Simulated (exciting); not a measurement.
Runs of exciting (release sodium) on BP. The structure is cubic, space group F-43m (No. 216). The conventional cell has a = 4.538 Å, b = 4.538 Å, c = 4.538 Å, α = 90.00°, β = 90.00°, γ = 90.00°. P (site symmetry -43m) is surrounded by 4 B at 1.97 Å. Around B (site symmetry -43m) lie 4 P at 1.97 Å. 

| task | level | potentials or basis | spin | k mesh | smearing | outputlevel | nempty | maxscl | reducebf | DOS window about the Fermi level (Ha) | rgkmax | gap on the mesh (eV) |
| --- | --- | --- | --- | --- | --- | --- | --- | --- | --- | --- | --- | --- |
| band structure | RPBE | all-electron LAPW+lo, shipped species files, valence relativity iora* | off | 10 × 10 × 10 | fermi-dirac 0.05 eV | normal | 10 | 60 | - | - | 7 | 1.27 |
| real-space fields | PBEsol | all-electron LAPW+lo, shipped species files, valence relativity iora* | collinear, ferromagnetic start | 7 × 7 × 7 | fermi-dirac 0.01 eV | normal | 20 | 90 | 0.5 | - | 6 | (a) |
| band structure | PBEsol | all-electron LAPW+lo, shipped species files, valence relativity iora* | off | 10 × 10 × 10 | fermi-dirac 0.05 eV | normal | 10 | 60 | - | - | 7 | 1.14 |
| single point | PBE | all-electron LAPW+lo, shipped species files, valence relativity iora* | off | 10 × 10 × 10 | gaussian 0.011 eV | high | 10 | 60 | - | - | 7 | 1.25 |
| density of states | PBE+TS | all-electron LAPW+lo, shipped species files with second energy derivatives, valence relativity iora* | off | 10 × 10 × 10 | methfessel-paxton 0.01 eV | normal | 10 | 60 | - | [-0.6, 0.5] Ha | 6 | (b) |

Alike in all rows: cell as given.

**Question.** Estimate the missing entries.

**Answer.** (a) 1.13; (b) 1.24.

Caveats: an odd mesh through Γ misses points on the zone boundary, where band edges often lie (some runs); the dispersion energy is computed afterwards and isn't part of the total energy (some runs).
